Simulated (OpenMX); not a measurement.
The system is SrO.

```
Sr O
1.0
     0.00000    2.56630    2.56630
     2.56630    0.00000    2.56630
     2.56630    2.56630    0.00000
Sr O
1 1
Direct
  0.50000 0.50000 0.50000
  0.00000 0.00000 0.00000
```

* Program: OpenMX 3.8.5
* Task: single point
* Functional: PBE
* Potentials or basis: OpenMX 2013 PBE set, Sr10.0-s3p2d2, O6.0-s2p2d1, grid cutoff 350 Ry
* k mesh: 9 × 9 × 9
* Occupations: fermi-dirac, width 0.05 eV
* Spin: no spin polarisation

On this cell: pressure 3.1 GPa; largest force zero by symmetry; band gap on the k mesh 2.92 eV, indirect (least direct gap 3.16 eV).

The same run follows on a disturbed copy (atoms moved at random, drawn with an rms of 0.05 Å):

```
Sr O
1.0
     0.00000    2.56630    2.56630
     2.56630    0.00000    2.56630
     2.56630    2.56630    0.00000
Sr O
1 1
Direct
  0.49804 0.49679 0.50611
  0.02237 0.99792 0.99510
```

Task: What changes?

Result: The energy moves by +3.5 meV/atom; pressure 3.2 GPa; largest force 0.167 eV/Å; band gap on the k mesh 2.96 eV, indirect (least direct gap 3.19 eV).

Forces on the atoms (eV/Å):
```
Sr  -0.060  0.074  0.137
O    0.061 -0.058 -0.134
```

The forces don't sum to zero, so they hold noise of the program's grid.

Caveats: an odd mesh through Γ misses points on the zone boundary, where band edges often lie; the basis of atomic orbitals isn't converged, which shifts pressures, moduli and gaps.
